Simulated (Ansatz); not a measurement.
Tl:

```
CELL_PARAMETERS angstrom
3.45600 0.00000 0.00000
-1.72800 2.99298 0.00000
0.00000 0.00000 5.52500
ATOMIC_POSITIONS crystal
Tl 0.66667 0.33333 0.75000
Tl 0.33333 0.66667 0.25000
```

Program: Ansatz 0.2.0. Alike in all runs: cell as given.

Order these runs on this cell by their pressure, lowest first.
A. level PBEsol; potentials or basis all-electron LAPW, relativistic spinors; spin SOC, no magnetisation; k mesh 7 × 7 × 4; cutoff (eV) 167; smearing fermi-dirac 0.05 eV; basis error allowed 0.001 eV/atom
B. level PBE; potentials or basis all-electron LAPW, scalar-relativistic; spin off; k mesh 9 × 9 × 5; cutoff (eV) 167; smearing fermi-dirac 0.05 eV; basis error allowed 0.001 eV/atom
C. level RPBE; potentials or basis all-electron LAPW, scalar-relativistic; spin off; k mesh 9 × 9 × 5; cutoff (eV) 167; smearing fermi-dirac 0.05 eV; basis error allowed 0.001 eV/atom
D. level PBE-LYP; potentials or basis all-electron LAPW, scalar-relativistic; spin collinear, antiferromagnetic start; k mesh 9 × 9 × 5; cutoff (eV) 180; smearing fermi-dirac 0.05 eV; basis error allowed 0.0005 eV/atom
E. level PBE+D3(BJ); potentials or basis all-electron LAPW, scalar-relativistic; spin off; k mesh 9 × 9 × 5; cutoff (eV) 167; smearing methfessel-paxton 0.2 eV; basis error allowed 0.001 eV/atom

A (-0.5 GPa), E (1.4 GPa), B (3.4 GPa), C (5.4 GPa), D (7.4 GPa).

Caveats: the k mesh is thin for a metal, which can move the energy by tens of meV per atom (some runs); pairwise dispersion overbinds metals, which lowers pressure and volume (some runs).

Not every run made on this cell is shown here.
